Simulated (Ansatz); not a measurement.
# Ni3Br: the cost of one run

Method: DFT PBE, scalar-relativistic, plane waves, PAW, in Ansatz 0.2.0.

## (1) The starting structure

Symmetry: Pm-3m, No. 221, cubic system. The conventional cell has a = 4.204 Å, b = 4.204 Å, c = 4.204 Å, α = 90.00°, β = 90.00°, γ = 90.00°. Ni (site symmetry 4/mmm) is surrounded by 2 Br at 2.10 Å. Br (site symmetry m-3m) is surrounded by 6 Ni at 2.10 Å.

Coordinates:

```
CELL_PARAMETERS angstrom
4.20435 0.00000 0.00000
0.00000 4.20435 0.00000
0.00000 0.00000 4.20435
ATOMIC_POSITIONS crystal
Ni 0.50000 0.00000 0.00000
Ni 0.00000 0.50000 0.00000
Ni 0.00000 0.00000 0.50000
Br 0.00000 0.00000 0.00000
```

This is candidate A: anti-ReO3 type (Pm-3m, No. 221).

(A quick probe on a coarse mesh, which set the mesh and smearing, is not shown.)

## (3) Rough relaxation on the coarse mesh (candidate A)

input.yaml

```yaml
crystal:
  lattice:
    - [4.2043484579, 0.0, 0.0]
    - [0.0, 4.2043484579, 0.0]
    - [0.0, 0.0, 4.2043484579]
  atoms:
    - { symbol: Ni, position: [0.5, 0.0, 0.0] }
    - { symbol: Ni, position: [0.0, 0.5, 0.0] }
    - { symbol: Ni, position: [0.0, 0.0, 0.5] }
    - { symbol: Br, position: [0.0, 0.0, 0.0] }
basis:
  ecutwfc: 420
kpoints:
  mp_grid: { grid: [4, 4, 4] }
hamiltonian:
  xc: pbe
scf:
  occupations: { method: gaussian, width: 0.1 }
  lower_state_search: "off"
output:
  forces: true
  stress: true
  eigenvalues: true
relax:
  adjacent_minimum: "off"
  f_tol: 0.04
  max_steps: 70
  cell: { stress_tol: 0.4 }
```

Launch:

```
$ ansatz run input.yaml --threads 1 --pin off --max-ram 2560MiB --backend cpu --events-out ev --progress --plain --runs-dir out
```

**Question.** How long does this run take on 1 thread of Intel Xeon Platinum 8259CL at 2.50GHz (Skylake/Cascade Lake), shared host, and how much memory does it need?

About 14 s, with a peak of 0.41 GiB.
